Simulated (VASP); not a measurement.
**Be: single point with r2SCAN**

Crystal: Be.

```
Be
1.0
     1.25521   -3.98178    0.00000
     1.25521    3.98178    0.00000
     0.00000    0.00000    3.32194
Be
4
Direct
  0.09800 0.90200 0.91000
  0.59800 0.40200 0.59000
  0.90200 0.09800 0.09000
  0.40200 0.59800 0.41000
```

The cell was built by a generator and needn't be a form met in nature.

```yaml
Program: VASP 6.6.1
Task: single point
Functional: r2SCAN
Potentials_or_basis: VASP PAW PBE potentials, release 64 (Be)
Cutoff: 520 eV
k_mesh: 8 × 8 × 6
Occupations: gaussian, width 0.1 eV
Spin: no spin polarisation
Dipole_correction: no
Further_INCAR_settings: ALGO = Normal; EDIFF = 1e-07; NBANDS = 12
```

The pressure is 59.6 GPa, the largest force is 8.232 eV/Å and the band gap on the k mesh is none (metal or under the smearing width).

Forces in eV/Å, atoms in the order of the input:
```
Be   0.000 -5.247  6.344
Be   0.000 -5.247 -6.344
Be   0.000  5.247 -6.344
Be   0.000  5.247  6.344
```

Stress tensor (GPa, compression positive):
```
57.91  0.00  0.00
 0.00 49.14  0.00
 0.00  0.00 71.77
```

Levels at points of the mesh, in eV from the Fermi level:
```
           k point  band 1  band 2  band 3  band 4  band 5  band 6  band 7  band 8  band 9
(0.00, 0.00, 0.00)  -11.36   -4.93   -2.13   -0.73    1.24    4.94    5.86    7.56    8.40
(0.50, 0.00, 0.00)   -6.56   -6.56   -1.71   -1.71    2.19    2.19    4.39    4.39    8.21
(0.50, 0.50, 0.00)  -10.42   -8.00   -1.00    1.18    1.81    4.28    5.11    6.25    9.86
(0.00, 0.00, 0.50)   -8.72   -8.72   -1.81   -1.81    1.50    1.50    7.27    7.27   11.72
(0.50, 0.00, 0.50)   -5.66   -5.66   -1.60   -1.60   -0.43   -0.43    3.69    3.69    7.30
(0.50, 0.50, 0.50)   -7.84   -7.84   -5.06   -5.06    6.86    6.86    6.98    6.98   10.57
```

Run time: 54 s on 1 thread of Intel(R) Xeon(R) 6975P-C (Granite Rapids), on a shared host, peak memory 0.17 GiB.

Caveat: a pressure of tens of GPa on the cell as given is suspect, and the run, the potentials or the cell itself is likely at fault; the PAW data sets were made with another functional, which shifts forces and pressure a little.
